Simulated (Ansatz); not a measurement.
## Al2O3: relaxed-ion elastic tensor

Theory: Ansatz, DFT PBE, scalar-relativistic, plane waves, PAW. Settings: 420 eV plane-wave cutoff, Γ-centred 10×10×10 mesh, fixed occupations. No spin polarisation.

Relaxed structure:
```yaml
crystal:
  lattice:
    - [-1.39952, 1.86835, 4.40207]
    - [1.39952, -1.86835, 4.40207]
    - [1.39952, 1.86835, -4.40207]
  atoms:
    - { symbol: Al, position: [0.65547, 0.65547, 0.00000] }
    - { symbol: Al, position: [0.34453, 0.34453, 0.00000] }
    - { symbol: O, position: [0.50000, 0.00000, 0.50000] }
    - { symbol: O, position: [0.19638, 0.69638, 0.50000] }
    - { symbol: O, position: [0.80362, 0.30362, 0.50000] }
```

It was reached by relaxing an invented guess, and it needn't be the stable form of this composition.

(1) Give the relaxed-ion elastic constants (GPa, Voigt order xx yy zz yz xz xy, on the Cartesian axes of the cell above).

(2) Is the crystal stable against homogeneous strain?

(3) And the moduli of a polycrystal (Hill averages)?

## Answers

(1)
```
484.1  86.4  38.4   0.0   0.0   0.0
 86.4 375.0  98.7   0.0   0.0   0.0
 38.4  98.7 356.1   0.0   0.0   0.0
  0.0   0.0   0.0  96.0   0.0   0.0
  0.0   0.0   0.0   0.0  72.5   0.0
  0.0   0.0   0.0   0.0   0.0 173.3
```

(2) Yes: the least eigenvalue of the tensor is 72.5 GPa.

(3) B = 184 GPa, G = 126 GPa, E = 307 GPa, ν = 0.22.
